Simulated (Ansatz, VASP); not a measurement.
**Two plane-wave programs on W**

The input INCAR:

```
  PREC = Accurate
  ENCUT = 600
  EDIFF = 1E-6
  ISMEAR = -1
  SIGMA = 0.05
  LREAL = False
  LASPH = True
  NELM = 100
  ALGO = Normal
  ISIF = 3
  LWAVE = False
  LCHARG = False
  GGA = PE
  IBRION = 2
  NSW = 40
  EDIFFG = -0.01
```

File KPOINTS:

```
Automatic mesh
0
Gamma
  12 12 12
```

POSCAR

```
W
1.0
   -1.5823450000      1.5823450000      1.5823450000
    1.5823450000     -1.5823450000      1.5823450000
    1.5823450000      1.5823450000     -1.5823450000
W
1
Direct
    0.0000000000      0.0000000000      0.0000000000
```

input.yaml

```yaml
crystal:
  lattice:
    - [-1.582345, 1.582345, 1.582345]
    - [1.582345, -1.582345, 1.582345]
    - [1.582345, 1.582345, -1.582345]
  atoms:
    - { symbol: W, position: [0.0, 0.0, 0.0] }
hamiltonian:
  xc: pbe
  pseudopotentials: { kind: paw }
kpoints:
  mp_grid: { grid: [12, 12, 12] }
scf:
  occupations: { method: fermi_dirac, width: 0.05 }
output:
  forces: true
  stress: true
  write_density: true
  write_potential: true
  elf: true
  volumetric_format: npy
relax:
  f_tol: 0.01
  max_steps: 40
  cell: { stress_tol: 0.05 }
```

Alike in both runs: task relaxation of cell and atoms; functional PBE; k mesh 12 × 12 × 12; occupations fermi-dirac, width 0.05 eV; no spin polarisation.

|  | VASP | Ansatz |
| --- | --- | --- |
| version | VASP 6.6.1 | Ansatz 0.2.0 |
| potentials or method | VASP PAW PBE potentials, release 64 (W_sv_GW) | Ansatz PAW |
| plane-wave cutoff (eV) | 600 | 420 |
| valence electrons in the cell | 14 | 14 |

|  | VASP | Ansatz | Ansatz less VASP |
| --- | --- | --- | --- |
| gap on the k mesh at the Fermi level, each at its own relaxed structure (eV) | none | none | - |
| relaxed volume (Å³/atom) | 16.10 | 16.15 | +0.050 |
| relaxed cell length with the largest relative difference (Å) | 2.755 | 2.758 | +0.0029 |
| energy change over the relaxation (meV/atom) | -4 | -5 | -1.7 |

A gap of «none» marks a metal or a gap that the smearing closes.

Caveats: the plane-wave basis is chosen anew once the cell has moved, so the energies of steps on either side of that aren't comparable (Ansatz). Spin-orbit coupling is left out, which matters for the levels of W. Zero-point motion and thermal expansion aren't in these numbers. PBE usually gives volumes a little too large and moduli too small.
